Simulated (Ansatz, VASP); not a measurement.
# Cross-check of C (Diamond) between VASP and Ansatz

Aim: how closely do two programs agree when they are given the same cell, functional and k mesh? The cell is taken from a series of VASP runs on this material, whose earlier steps may have relaxed, scaled or displaced it; both programs get it as it stands.

Main program and level: Ansatz 0.2.0; plane waves, with VASP 6.6.1 beside it; relaxation of cell and atoms at r2SCAN and relaxation of cell and atoms at PBE with D3(BJ).

### Step 1. The structure

It takes space group Fd-3m (No. 227, cubic). Conventional cell: a = 3.563 Å, b = 3.563 Å, c = 3.563 Å, α = 90.00°, β = 90.00°, γ = 90.00°. C has 4 C at 1.54 Å nearest.

### Step 2. VASP: relaxation of cell and atoms, r2SCAN

The relaxed volume is the usual yardstick between codes: its relative difference is about their pressure difference at one cell divided by the bulk modulus.

Lines of VASP's logs that name or quote its potential files are left out, and so is its time.

File INCAR:

```
SYSTEM = C
PREC = Accurate
ENCUT = 520
EDIFF = 1E-06
NELM = 100
ISMEAR = 0
SIGMA = 0.03
LREAL = .FALSE.
ALGO = Normal
METAGGA = R2SCAN
LASPH = .TRUE.
NBANDS = 10
LORBIT = 11
LWAVE = .FALSE.
LCHARG = .FALSE.
KPAR = 8
IBRION = 2
NSW = 50
ISIF = 3
EDIFFG = -0.006
```

File POSCAR:

```
C
1.0
    0.0000000000      1.7815914797      1.7815914797
    1.7815914797      0.0000000000      1.7815914797
    1.7815914797      1.7815914797      0.0000000000
C
2
Direct
    0.7500000000      0.7500000000      0.7500000000
    0.5000000000      0.5000000000      0.5000000000
```

File KPOINTS:

```
Automatic mesh
0
Gamma
10 10 10
0 0 0
```

PAW data sets: C (PBE family, release 64).

On the command line:

```bash
mpirun -np 8 vasp_std
```

Numbers of over 12 decimals in the logs are rounded to 6 here.

The log of the run:

```text
[banner, memory and clock lines left out]
running    8 mpi-ranks, on    1 nodes
 distrk:  each k-point on    1 cores,    8 groups
 distr:  one band on    1 cores,    1 groups

 POSCAR found type information on POSCAR C
 POSCAR found :  1 types and       2 ions
|                                                                             |
|           W    W    AA    RRRRR   N    N  II  N    N   GGGG   !!!           |
|           W    W   A  A   R    R  NN   N  II  NN   N  G    G  !!!           |
|           W    W  A    A  R    R  N N  N  II  N N  N  G       !!!           |
|           W WW W  AAAAAA  RRRRR   N  N N  II  N  N N  G  GGG   !            |
|           WW  WW  A    A  R   R   N   NN  II  N   NN  G    G                |
|           W    W  A    A  R    R  N    N  II  N    N   GGGG   !!!           |
|                                                                             |
|     For optimal performance we recommend to set                             |
|       NCORE = 2 up to number-of-cores-per-socket                            |
|     NCORE specifies how many cores store one orbital (NPAR=cpu/NCORE).      |
|     This setting can greatly improve the performance of VASP for DFT.       |
|     The default, NCORE=1 might be grossly inefficient on modern             |
|     multi-core architectures or massively parallel machines. Do your        |
|     Unfortunately you need to use the default for GW and RPA                |
|     calculations (for HF NCORE is supported but not extensively tested      |
|     yet).                                                                   |
|                                                                             |

|                                                                             |
|               ----> ADVICE to this user running VASP <----                  |
|                                                                             |
|     You enforced a specific xc type in the INCAR file but a different       |
|     [... a line on the potential file left out ...]
|     I HOPE YOU KNOW WHAT YOU ARE DOING!                                     |
|                                                                             |

 LDA part: xc-table for (None), standard interpolation
 POSCAR, INCAR and KPOINTS ok, starting setup
 FFT: planning ... GRIDC
 FFT: planning ... GRID_SOFT
 FFT: planning ... GRID
 WAVECAR not read
 entering main loop
       N       E                     dE             d eps       ncg     rms          rms(c)
DAV:   1    -0.208925259253E+01   -0.20893E+01   -0.50707E+03   996   0.798E+02
DAV:   2    -0.216110051485E+02   -0.19522E+02   -0.18977E+02  1300   0.132E+02
DAV:   3    -0.219483265330E+02   -0.33732E+00   -0.33696E+00  1096   0.139E+01
DAV:   4    -0.219490074255E+02   -0.68089E-03   -0.68086E-03  1024   0.719E-01
DAV:   5    -0.219490082737E+02   -0.84822E-06   -0.84817E-06  1086   0.249E-02    0.515E+00
DAV:   6    -0.197537728926E+02    0.21952E+01   -0.26572E-01  1026   0.405E+00    0.386E+00
DAV:   7    -0.196559949232E+02    0.97778E-01   -0.26014E-01  1032   0.393E+00    0.767E-01
DAV:   8    -0.196568975716E+02   -0.90265E-03   -0.36434E-03  1038   0.570E-01    0.400E-01
DAV:   9    -0.196572550221E+02   -0.35745E-03   -0.15407E-04  1008   0.155E-01    0.127E-02
DAV:  10    -0.196572553168E+02   -0.29473E-06   -0.29114E-06  1118   0.149E-02
   1 F= -.19657255E+02 E0= -.19657255E+02  d E =-.196573E+02
 curvature:   0.00 expect dE= 0.000E+00 dE for cont linesearch  0.000E+00
 trial: gam= 0.00000 g(F)=  0.143E-47 g(S)=  0.140E-05 ort = 0.000E+00 (trialstep = 0.100E+01)
 search vector abs. value=  0.140E-05
 reached required accuracy - stopping structural energy minimisation
```

From OUTCAR (step 2):

```text
ion  position               nearest neighbor table
   1  0.750  0.750  0.750-   2 1.54   2 1.54   2 1.54   2 1.54
   2  0.500  0.500  0.500-   1 1.54   1 1.54   1 1.54   1 1.54

  LATTYP: Found a face centered cubic cell.
 ALAT       =     3.5631829594

 Subroutine GETGRP returns: Found 48 space group operations
 (whereof 24 operations were pure point group operations)

The static configuration has the point symmetry T_d .
 The point group associated with its full space group is O_h .

 Found     47 irreducible k-points:

   k-points           NKPTS =     47   k-points in BZ     NKDIM =     47   number of bands    NBANDS=     10

   dimension x,y,z NGX =    20 NGY =   20 NGZ =   20
   dimension x,y,z NGXF=    40 NGYF=   40 NGZF=   40

   ENCUT  =  520.0 eV  38.22 Ry    6.18 a.u.   4.68  4.68  4.68*2*pi/ulx,y,z

   NELECT =       8.0000    total number of electrons

 k-points in reciprocal lattice and weights: Automatic mesh
   0.00000000  0.00000000  0.00000000       0.001
   0.10000000  0.00000000  0.00000000       0.008
   0.20000000  0.00000000  0.00000000       0.008
   0.30000000  0.00000000  0.00000000       0.008
   0.40000000  0.00000000  0.00000000       0.008
   0.50000000  0.00000000  0.00000000       0.004
   0.10000000  0.10000000  0.00000000       0.006
   0.20000000  0.10000000  0.00000000       0.024
   0.30000000  0.10000000  0.00000000       0.024
[...]
-0.30000000  0.40000000  0.20000000       0.024
  -0.30000000  0.50000000  0.20000000       0.012

 average (electrostatic) potential at core
       1 -47.4043       2 -47.4043

 E-fermi :   9.8972

 k-point     1 :       0.0000    0.0000    0.0000
  band No.  band energies     occupation
      1     -12.9809      2.00000
      2       9.7557      2.00000
      3       9.7557      2.00000
      4       9.7557      2.00000
      5      15.5997      0.00000
      6      15.5997      0.00000
      7      15.5997      0.00000
      8      23.6454      0.00000
      9      30.1903      0.00000
    ...

 k-point     2 :       0.1000    0.0000    0.0000
  band No.  band energies     occupation
      1     -12.6911      2.00000
      2       7.9550      2.00000
      3       9.2770      2.00000
      4       9.2770      2.00000
      5      16.2291      0.00000
      6      16.2291      0.00000
      7      16.6152      0.00000
      8      23.9356      0.00000
      9      30.6698      0.00000
    ...

 k-point     3 :       0.2000    0.0000    0.0000
  band No.  band energies     occupation
      1     -11.8274      2.00000
      2       4.5459      2.00000
      3       8.3418      2.00000
      4       8.3418      2.00000
      5      17.4368      0.00000
      6      17.4368      0.00000
      7      17.8672      0.00000
      8      24.7384      0.00000
      9      31.4858      0.00000
    ...

  Total        0.0044018      0.0044018      0.0044018      0.0000000     -0.0000000      0.0000000
  in kB        0.6235673      0.6235673      0.6235673      0.0000000     -0.0000000      0.0000000
  external PRESSURE =       0.6235673 kB  Pullay stress =       0.0000000 kB

  energy-cutoff  :      520.00
  volume of cell :       11.31
      direct lattice vectors                 reciprocal lattice vectors
     0.000000000  1.781591480  1.781591480    -0.280647952  0.280647952  0.280647952
     1.781591480  0.000000000  1.781591480     0.280647952 -0.280647952  0.280647952
     1.781591480  1.781591480  0.000000000     0.280647952  0.280647952 -0.280647952

 POSITION                                       TOTAL-FORCE (eV/Angst)
 -----------------------------------------------------------------------------------
      2.67239      2.67239      2.67239         0.000000      0.000000      0.000000
      1.78159      1.78159      1.78159        -0.000000     -0.000000     -0.000000
 -----------------------------------------------------------------------------------
    total drift:                                0.000000     -0.000000      0.000000

  FREE ENERGIE OF THE ION-ELECTRON SYSTEM (eV)
  ---------------------------------------------------
  free  energy   TOTEN  =       -19.6572553168 eV

  energy  without entropy=      -19.6572553168  energy(sigma->0) =      -19.65725532

 reached required accuracy - stopping structural energy minimisation

 total charge
# of ion       s       p       d       tot
------------------------------------------
    1        0.846   1.741   0.000   2.587
    2        0.846   1.741   0.000   2.587
--------------------------------------------------
tot          1.692   3.482   0.000   5.174

[... 3 further parts left out ...]
```

CONTCAR:

```
C
   1.00000000000000
     0.0000000000000000    1.7815914797000001    1.7815914797000001
     1.7815914797000001    0.0000000000000000    1.7815914797000001
     1.7815914797000001    1.7815914797000001    0.0000000000000000
  C
     2
Direct
     0.7500000000000000    0.7500000000000000    0.7500000000000000
     0.5000000000000000    0.5000000000000000    0.5000000000000000
```

The gap is read on the k-mesh alone, so it is an upper bound where the band edges lie off the mesh. The PAW data sets were made with PBE, which is usual practice but a small mismatch for other functionals. The run keeps the 48 symmetry operations of its start, so it cannot find a distortion of lower symmetry.

### Step 3. Ansatz: relaxation of cell and atoms, r2SCAN

Ansatz runs on its default PAW (the set named soft_2) files.

The same cell, functional, mesh and smearing now go to Ansatz, which takes its cutoff from its data sets.

File input.yaml:

```yaml
crystal:
  lattice:
    - [0.0, 1.7815914797, 1.7815914797]
    - [1.7815914797, 0.0, 1.7815914797]
    - [1.7815914797, 1.7815914797, 0.0]
  atoms:
    - { symbol: C, position: [0.75, 0.75, 0.75] }
    - { symbol: C, position: [0.5, 0.5, 0.5] }
hamiltonian:
  xc: r2scan
  pseudopotentials: { kind: paw }
kpoints:
  mp_grid: { grid: [10, 10, 10] }
scf:
  occupations: { method: gaussian, width: 0.03 }
relax:
  f_tol: 0.01
  max_steps: 60
  cell: { stress_tol: 0.05 }
output:
  forces: true
  stress: true
  write_density: true
  write_potential: true
  elf: true
  volumetric_format: npy
```

On the command line:

```bash
ansatz run input.yaml --threads 4 --pin off --max-ram 9216MiB --backend cpu --events-out ev --progress --plain --runs-dir out
```

The log of the run:

```text
Engine: ansatz 0.2.0, aarch64-unknown-linux-gnu
Pseudopotentials: kind: paw
Pseudopotential: C, paw, valence charge 4, recommended cutoff 500 eV (meta_gga), C.paw.azcp
Functional definition: r2SCAN
  parameter k0 = 0.174
  parameter k1 = 0.065
  parameter a1 = 4.9479
  exchange = r2scan_x(k0 = k0, k1 = k1, a1 = a1)
  correlation = r2scan_c
Crystal: 2 atoms, lattice volume = 11.310 Å³
Basis set: ecut = 500 eV, 283 PW (Γ), exchange–correlation on 80×80×80 points (64 copies of the dense FFT grid, shifted against one another)
Bands: 8, of which v1, the nominal top of the filled ones, is band 4 counted from 1 (3 counted from 0)
Symmetry: 48 space group operations
Space group: Fd-3m (ITA 227), of the structure as read, at distance tolerance 2.2e-5 Å
k-points: 47 of 1000
Non-local potential: C, projectors of the file, l = 0: 2, l = 1: 2, l = 2: 1
PAW form: soft (Blöchl's): semilocal exchange-correlation on the pseudo side does not see the compensation charge
PAW frozen core: C, regenerated for the run's functional (the file was generated under x = pbe(κ = 0.804, μ = 0.219515), c = pbe(β = 0.066725))
PAW one-centre angular grid: C, 302 points (default); XC on 239 of its mesh's 2573 points in the sphere
Initial density: superposition of atomic densities (neutral atoms: chi_scale 0, normalization atom), corrected by the library's trained network
Initial wavefunctions: pseudopotential atomic-orbital guess
Functional: x = r2scan, c = r2scan; τ floored in thin density (d = 2e-4 eV/Å³)
SCF iter   1: F=—  HF=-503.055287 eV  |F-HF|=—  |Δ(HF+E_count)|=         —  Δρ=8.85e-3  dr2=2.38e-3  dr2_τ=3.85e-1  ethr=1.77e-3  ⟨swp⟩=5.4  Hψ=2579  notcnv=0
preconditioner: auto → none  [insulator: Δε(μ)=4.339 eV  Ē_g=20.830 eV  σ=0.030 eV  W_gap=1.00  n_scr=0 (ndim 8)  ℏωp=31.2 eV  f_vac=0.000  D(μ)=0.00/eV (n_scr^D=0)  ε∞_Penn≈3.2]
SCF iter   2: F=—  HF=-503.111299 eV  |F-HF|=—  |Δ(HF+E_count)|=   5.60e-2  Δρ=5.58e-3  dr2=9.72e-4  dr2_τ=5.78e-5  ethr=2.98e-5  ⟨swp⟩=2.0  Hψ=1130  notcnv=0
SCF iter   3: F=—  HF=-503.111326 eV  |F-HF|=—  |Δ(HF+E_count)|=   2.66e-5  Δρ=1.87e-3  dr2=1.18e-4  dr2_τ=1.63e-5  ethr=1.21e-5  ⟨swp⟩=2.5  Hψ=571  notcnv=0
SCF iter   4: F=—  HF=-503.111358 eV  |F-HF|=—  |Δ(HF+E_count)|=   3.28e-5  Δρ=3.81e-4  dr2=4.88e-6  dr2_τ=3.14e-7  ethr=1.47e-6  ⟨swp⟩=1.5  Hψ=432  notcnv=0
SCF iter   5: F=—  HF=-503.111359 eV  |F-HF|=—  |Δ(HF+E_count)|=   6.67e-7  Δρ=9.10e-5  dr2=2.81e-7  dr2_τ=3.07e-8  ethr=6.10e-8  ⟨swp⟩=1.6  Hψ=450  notcnv=0
SCF iter   6: F=-503.111359 eV  HF=-503.111359 eV  |F-HF|=7.56e-10  |Δ(HF+E_count)|=   1.65e-7  Δρ=5.32e-6  dr2=9.15e-10  dr2_τ=1.28e-10  ethr=1.25e-9  ⟨swp⟩=7.5  Hψ=1704  notcnv=0
SCF 1 converged in 6 iterations: F = -503.111359 eV  dr2 = 9.15e-10
  greatest PAW one-centre occupation: 0.659 electrons in one spin orbital (limit 2), on the C atom at site 1 (counted from 0), in its partial waves of l = 0
relax step   1: F+E_penalty+E_count = -503.11135918 eV  Δ(F+E_penalty+E_count) = +0.000e0 eV  max|allowed force component| = 6.476e-17 eV/Å  Δτ_max = 0.0000 Å  P = -1.092 GPa  Ω = 11.310 Å³  (6 SCF iters, dr2 threshold 1.00e-7 eV, accepted)
[...]
relax step   2: F+E_penalty+E_count = -503.11144679 eV  Δ(F+E_penalty+E_count) = -8.761e-5 eV  max|allowed force component| = 1.573e-16 eV/Å  Δτ_max = 0.0000 Å  P = -0.424 GPa  Ω = 11.293 Å³  energy of the carried Pulay correction = +7.958e-6 eV  (3 SCF iters, dr2 threshold 2.00e-7 eV, accepted)
[...]
relax step   3: F+E_penalty+E_count = -503.11146606 eV  Δ(F+E_penalty+E_count) = -1.927e-5 eV  max|allowed force component| = 1.203e-16 eV/Å  Δτ_max = 0.0000 Å  P = -0.000 GPa  Ω = 11.282 Å³  energy of the carried Pulay correction = +1.301e-5 eV  (3 SCF iters, dr2 threshold 2.00e-7 eV, accepted)
[...]
relax step   4: F+E_penalty+E_count = -503.11145516 eV  Δ(F+E_penalty+E_count) = +1.090e-5 eV  max|allowed force component| = 1.897e-16 eV/Å  Δτ_max = 0.0000 Å  P = -0.000 GPa  Ω = 11.282 Å³  stress off target by 4.52e-4 GPa  SCF on the basis re-selected at this cell (its energy is not comparable with the rows above)  (3 SCF iters)
basis re-selected at this cell: Δ(F+E_penalty+E_count) = +1.090e-5 eV, ΔP = -0.000 GPa vs the last step (what re-selecting the basis moved, of the pressure what is left beyond the Pulay correction that the steps carried, after the strain that the cell walked since its last selection, with what the two solves' SCF thresholds leave and, on support functions, any second-order correction that the steps lacked; it is no m [...]
SCF converged after 3 iterations
Free energy (F): -503.111455 eV
Harris-Foulkes:  -503.111455 eV  (|F-HF|=4.09e-12)
Internal energy: -503.111455 eV  (E = F + TS)
E sigma→0 (E₀):  -503.111455 eV
Fermi energy:    15.590297 eV
--- Per-component energies (eV) ---
  E_band       = 30.777955
  E_kinetic    = 184.519372
  E_local      = -120.753402  (includes V_loc(G=0)·N_el)
  E_nonlocal   = 52.586634
  E_hartree    = 26.606057
  E_xc         = -95.961330
  E_vxc        = -132.608413  (∫ρ·V_xc dr)
  E_paw        = -201.467957  (= ΣΔE_a)
  E_vpaw       = -13.175458  (= ΣTr[D̂ρ^β])
  E_aug_tail   = 0.000008  (compensation charges beyond the density's cutoff)
  E_vtau       = 6.997115  (kinetic-family band-sum trace: ∫τ·v_τ [+ j·A + Jᵃ·Aᵃ] dr)
  E_ewald      = -348.591289
  E_core_change = -0.049547  (= ΣΔE_core)
  E_smearing   = -0.000000  (= −TS)
  E_closure    = 0.000000  (closes the sum)
  Σ components = -503.111455   (vs F -503.111455, Δ=0.00e0)
--- Forces (eV/Å), atoms counted from 1 ---
  atom   1  C      0.00000000     0.00000000     0.00000000
  atom   2  C     -0.00000000    -0.00000000    -0.00000000
  max |Σ_I F_I| component: 2.59e-16 eV/Å
--- Stress (GPa, compression-positive) ---
       -0.000452      -0.000000       0.000000
       -0.000000      -0.000452      -0.000000
       -0.000000      -0.000000      -0.000452
  P = ⅓ Tr σ = -0.0005 GPa (-0.005 kbar)
--- Band table (eV; the first three rows and the last of 47) ---
  k-point 0: bands = ["-9.3611", "13.3868", "13.3868", "13.3868", "19.2822", "19.2822", "19.2822", "27.2897"]
  k-point 1: bands = ["-9.0711", "11.5904", "12.9097", "12.9097", "19.9098", "19.9098", "20.2902", "27.5816"]
  k-point 2: bands = ["-8.2068", "8.1811", "11.9755", "11.9755", "21.1172", "21.1172", "21.5348", "28.3911"]
  k-point 46: bands = ["0.4627", "0.4627", "4.8417", "4.8417", "23.3178", "23.3178", "27.6875", "27.6875"]
--- Relaxed structure (3 steps of the walk, 3 accepted, 1 SCFs on fresh bases) ---
  F+E_penalty+E_count = -503.11145516 eV   max|allowed force component| = 1.897e-16 eV/Å   (the final SCF, on the basis selected at the relaxed cell)
  cell:  # Å, volume = 11.2823 Å³
    - [0, 1.780147, 1.780147]
    - [1.780147, 0, 1.780147]
    - [1.780147, 1.780147, 0]
  atoms:
    - { symbol: C, position: [0.75, 0.75, 0.75] }
    - { symbol: C, position: [0.5, 0.5, 0.5] }
```

The job ended after 2.1 s (4 threads of Arm Neoverse N1, shared host; peak memory 0.28 GiB).

(Part 1 of 2 ends here.)

[Lines on the potential files, build, host, timing and source positions are cut from VASP's logs without a mark.]

[Logs are printed without paths, hosts, clocks, repeated set-up lines and the standing remarks that a program may print on its own settings, such as how far it seeks lower states.]

[Hosts, paths, dates, database ids (printed as entryN), source tags and the programs' standing remarks are cut or masked in the printed files.]
